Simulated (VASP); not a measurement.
Crystal: Sb.

```xyz
2
Lattice="2.1542 1.2437 3.7580 -2.1542 1.2437 3.7580 0.0000 -2.4875 3.7580" Properties=species:S:1:pos:R:3 pbc="T T T"
Sb    0.0000    0.0000    2.6324
Sb    0.0000    0.0000    8.6416
```

```yaml
Program: VASP 6.6.1
Task: relaxation of cell and atoms
Functional: rev-vdW-DF2
Potentials_or_basis: VASP PAW PBE potentials, release 64 (Sb)
Cutoff: 600 eV
k_mesh: 10 × 10 × 10
Occupations: methfessel-paxton, width 0.1 eV
Spin: no spin polarisation
```

At the start: pressure 2.1 GPa; volume 30.21 Å³/atom.

Where does the relaxation end?

Over 7 steps the energy falls by 7.6 meV/atom and the volume is 31.11 Å³/atom (+3.0 %); space group R-3m (No. 166, to 0.05 Å).

The path:
```csv
step,energy change (eV),largest force (eV/Å),pressure (GPa),volume (Å³)
1,0.0000,0.2550,2.10,60.41
2,-0.0075,0.1314,-1.37,63.95
3,-0.0149,0.0187,-0.03,62.44
4,-0.0150,0.0170,-0.03,62.39
5,-0.0152,0.0114,0.00,62.26
6,-0.0152,0.0103,0.00,62.23
7,-0.0152,0.0019,-0.02,62.23
```

Final structure:
```yaml
crystal:
  lattice:
    - [2.18347, 1.26063, 3.76789]
    - [-2.18347, 1.26063, 3.76789]
    - [0.00000, -2.52126, 3.76789]
  atoms:
    - { symbol: Sb, position: [0.23455, 0.23455, 0.23455] }
    - { symbol: Sb, position: [0.76545, 0.76545, 0.76545] }
```

Caveat: the PAW data sets were made with another functional, which shifts forces and pressure a little.
